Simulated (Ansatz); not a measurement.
CaF$_{2}$ (fluorite, Fm-3m), DFT-LDA in the program Ansatz with PAW potentials: ε∞ = 2.37, cell volume 37.77 Å³. Infrared-active transverse modes:

| ω_TO (cm⁻¹) | oscillator strength S_xx (e²/amu) |
|---|---|
| 277.5 | 0.2906 |

Task: Compute the static dielectric constant.

Result: Each mode adds (4.921e7/V) S/ω²: 4.92. So ε0 = 7.29.

Task: What LO frequency does the Lyddane–Sachs–Teller relation give?

Result: ω_LO = ω_TO √(ε0/ε∞) = 487 cm⁻¹.

The LDA relaxation kept the symmetry of its start; phonons on a q-mesh show no instability.

Potentials: the later of the program's two PAW sets.
